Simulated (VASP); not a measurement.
HgTe (strained zincblende), PBE single-point calculation: Ansatz's output and VASP's

```yaml
crystal:
  lattice:
    - [0.00000, 3.25627, 3.25627]
    - [3.25627, 0.00000, 3.25627]
    - [3.25627, 3.25627, 0.00000]
  atoms:
    - { symbol: Hg, position: [0.00000, 0.00000, 0.00000] }
    - { symbol: Te, position: [0.25000, 0.25000, 0.25000] }
```

Ansatz printed

```
SCF 1 converged in 6 iterations: F = -20793.704446 eV  dr2 = 1.06e-8
  greatest PAW one-centre occupation: 1.000 electrons in one spin orbital (limit 2), on the Hg atom at site 0 (counted from 0), in its partial waves of l = 0
NSCF: frozen V_eff on 6 k-points
SCF converged after 6 iterations
Free energy (F): -20793.704446 eV
Harris-Foulkes:  -20793.704446 eV  (|F-HF|=5.18e-8)
Internal energy: -20793.704092 eV  (E = F + TS)
E sigma→0 (E₀):  -20793.704269 eV
Entropy (-TS):   -0.000354 eV (-0.177 meV/atom)
Fermi energy:    8.395327 eV
--- Per-component energies (eV) ---
  E_band       = -780.751159
  E_kinetic    = 784.145412
  E_local      = -4852.560113  (includes V_loc(G=0)·N_el)
  E_nonlocal   = -237.844779
  E_hartree    = 2356.337007
  E_xc         = -344.616762
  E_vxc        = -366.316196  (∫ρ·V_xc dr)
  E_paw        = -14606.683392  (= ΣΔE_a)
  E_vpaw       = -820.852387  (= ΣTr[D̂ρ^β])
  E_aug_tail   = 0.000749  (compensation charges beyond the density's cutoff)
  E_ewald      = -3892.482215
  E_smearing   = -0.000354  (= −TS)
  E_closure    = 0.000000  (closes the sum)
  Σ components = -20793.704446   (vs F -20793.704446, Δ=0.00e0)
--- Forces (eV/Å), atoms counted from 1 ---
  atom   1  Hg     0.00000000    -0.00000000    -0.00000000
  atom   2  Te    -0.00000000     0.00000000     0.00000000
  max |Σ_I F_I| component: 9.95e-17 eV/Å
--- Stress (GPa, compression-positive) ---
        2.601911      -0.000000      -0.000000
       -0.000000       2.601911       0.000000
        0.000000       0.000000       2.601911
  P = ⅓ Tr σ = 2.6019 GPa (26.019 kbar)
--- Band table (eV; the first three rows and the last of 16) ---
  k-point 0: bands = ["-106.4281", "-54.8854", "-54.8854", "-54.8854", "-28.2771", "-28.2771", "-28.2771", "-28.2700", "-28.2700", "-3.4432", "1.1568", "1.1568", "1.1568", "1.6595", "1.6595", "7.6073", "8.3815", "8.3815", "8.3815", "12.6656", "12.6656", "12.6656"]
  k-point 1: bands = ["-106.4281", "-54.8854", "-54.8854", "-54.8854", "-28.2772", "-28.2771", "-28.2771", "-28.2700", "-28.2700", "-3.3164", "1.1912", "1.1912", "1.2143", "1.6570", "1.6570", "6.0502", "8.1063", "8.1063", "9.1648", "12.6897", "13.0273", "13.0273"]
  k-point 2: bands = ["-106.4281", "-54.8855", "-54.8854", "-54.8854", "-28.2774", "-28.2770", "-28.2770", "-28.2699", "-28.2699", "-3.0445", "1.2510", "1.2510", "1.4987", "1.6658", "1.6658", "4.1522", "7.6436", "7.6436", "9.1864", "13.4204", "13.4204", "14.1747"]
  k-point 15: bands = ["-106.4281", "-54.8855", "-54.8855", "-54.8855", "-28.2776", "-28.2770", "-28.2767", "-28.2700", "-28.2697", "-2.7093", "1.3649", "1.4279", "1.5483", "1.6766", "2.2064", "3.0194", "5.9248", "5.9931", "11.1026", "12.0938", "14.8241", "15.0554"]
```

The two codes use different PAW datasets and cutoffs. VASP's cell holds 18 valence electrons and Ansatz's 36. Ansatz's stress includes a Pulay correction; VASP's doesn't.

Q: What does VASP give for the same cell and level of theory?

A: gap between bands v and c 0.00 eV; least direct gap 0.00 eV; pressure 2.7 GPa.

From OUTCAR

```
k-points           NKPTS =     16   k-points in BZ     NKDIM =     16   number of bands    NBANDS=     16

   NELECT =      18.0000    total number of electrons

   dimension x,y,z NGX =    36 NGY =   36 NGZ =   36
   dimension x,y,z NGXF=    72 NGYF=   72 NGZF=   72

  energy-cutoff  :      520.00
  volume of cell :       69.05
      direct lattice vectors                 reciprocal lattice vectors
     0.000000000  3.256266307  3.256266307    -0.153550095  0.153550095  0.153550095
     3.256266307  0.000000000  3.256266307     0.153550095 -0.153550095  0.153550095
     3.256266307  3.256266307  0.000000000     0.153550095  0.153550095 -0.153550095

 k-points in reciprocal lattice and weights: KPOINTS created by Atomic Simulation Env
   0.00000000  0.00000000  0.00000000       0.005
   0.16666667  0.00000000  0.00000000       0.037
   0.33333333  0.00000000  0.00000000       0.037
   0.50000000  0.00000000  0.00000000       0.019
   0.16666667  0.16666667  0.00000000       0.028
   0.33333333  0.16666667  0.00000000       0.111
   0.50000000  0.16666667  0.00000000       0.111
  -0.33333333  0.16666667  0.00000000       0.111
   ...

 E-fermi :   2.8804

 k-point     1 :       0.0000    0.0000    0.0000
  band No.  band energies     occupation
      1      -8.9600      2.00000
      2      -4.3630      2.00000
      3      -4.3630      2.00000
      4      -4.3630      2.00000
      5      -3.8607      2.00000
      6      -3.8607      2.00000
      7       2.0846      2.00000
      8       2.8666      1.33334
      9       2.8666      1.33334
     10       2.8666      1.33334
     11       7.1336      0.00000
     12       7.1336      0.00000
     13       7.1336      0.00000
     14       9.3577      0.00000
     15      12.3847      0.00000
     16      12.3847      0.00000

 k-point     2 :       0.1667    0.0000    0.0000
  band No.  band energies     occupation
      1      -8.8332      2.00000
      2      -4.3287      2.00000
      3      -4.3287      2.00000
      4      -4.3060      2.00000
      5      -3.8633      2.00000
      6      -3.8633      2.00000
      7       0.5264      2.00000
      8       2.5907      2.00000
      9       2.5907      2.00000
     10       3.6474      0.00000
     11       7.1737      0.00000
     12       7.4953      0.00000
     13       7.4953      0.00000
     14      10.6344      0.00000
     15      11.4333      0.00000
     16      11.4333      0.00000

 k-point     3 :       0.3333    0.0000    0.0000
  band No.  band energies     occupation
      1      -8.5614      2.00000
      2      -4.2691      2.00000
      3      -4.2691      2.00000
      4      -4.0225      2.00000
      5      -3.8545      2.00000
      6      -3.8545      2.00000
      7      -1.3723      2.00000
      8       2.1275      2.00000
      9       2.1275      2.00000
     10       3.6653      0.00000
     11       7.8849      0.00000
     12       7.8849      0.00000
     13       8.6734      0.00000
     14      10.4751      0.00000
     15      11.7334      0.00000
     16      11.7334      0.00000

 k-point     4 :       0.5000    0.0000    0.0000
  band No.  band energies     occupation
      1      -8.4158      2.00000
      2      -4.2459      2.00000
      3      -4.2459      2.00000
      4      -3.8409      2.00000
      5      -3.8409      2.00000
      6      -3.5691      2.00000
      7      -2.4790      2.00000
      8       1.9233      2.00000
      9       1.9233      2.00000
     10       3.5696      0.00000
     11       7.9176      0.00000
     12       7.9176      0.00000
     13       9.7320      0.00000
     14      10.7188      0.00000
     15      12.8852      0.00000
     16      12.8852      0.00000

 k-point     5 :       0.1667    0.1667    0.0000
  band No.  band energies     occupation
      1      -8.7904      2.00000
      2      -4.3361      2.00000
      3      -4.2934      2.00000
      4      -4.2934      2.00000
      5      -3.8826      2.00000
      6      -3.8460      2.00000
      7       0.4473      2.00000
      8       2.1638      2.00000
      9       2.1638      2.00000
     10       4.3606      0.00000
     11       6.2068      0.00000
     12       8.1119      0.00000
     13       8.1119      0.00000
     14      10.1156      0.00000
     15      11.3290      0.00000
     16      12.5243      0.00000

 k-point     6 :       0.3333    0.1667    0.0000
  band No.  band energies     occupation
      1      -8.5642      2.00000
      2      -4.2720      2.00000
      3      -4.2242      2.00000
      4      -4.1389      2.00000
      5      -3.8667      2.00000
      6      -3.8342      2.00000
      7      -0.9341      2.00000
      8       1.5231      2.00000
      9       1.6822      2.00000
     10       4.7252      0.00000
     11       6.5636      0.00000
     12       8.4301      0.00000
     13       8.7341      0.00000
     14      10.5994      0.00000
     15      12.2517      0.00000
     16      12.5437      0.00000

 ...

  Total        1.1502246      1.1502246      1.1502246      0.0000000      0.0000000     -0.0000000
  in kB       26.6872296     26.6872296     26.6872296      0.0000000      0.0000000     -0.0000000
  external PRESSURE =      26.6872296 kB  Pullay stress =       0.0000000 kB

 POSITION                                       TOTAL-FORCE (eV/Angst)
 -----------------------------------------------------------------------------------
      0.00000      0.00000      0.00000         0.000000      0.000000      0.000000
      1.62813      1.62813      1.62813        -0.000000     -0.000000     -0.000000
 -----------------------------------------------------------------------------------
    total drift:                               -0.000000     -0.000000     -0.000000

  FREE ENERGIE OF THE ION-ELECTRON SYSTEM (eV)
  ---------------------------------------------------
  free  energy   TOTEN  =        -3.6040105362 eV

  energy  without entropy=       -3.6036568948  energy(sigma->0) =       -3.60383372
```
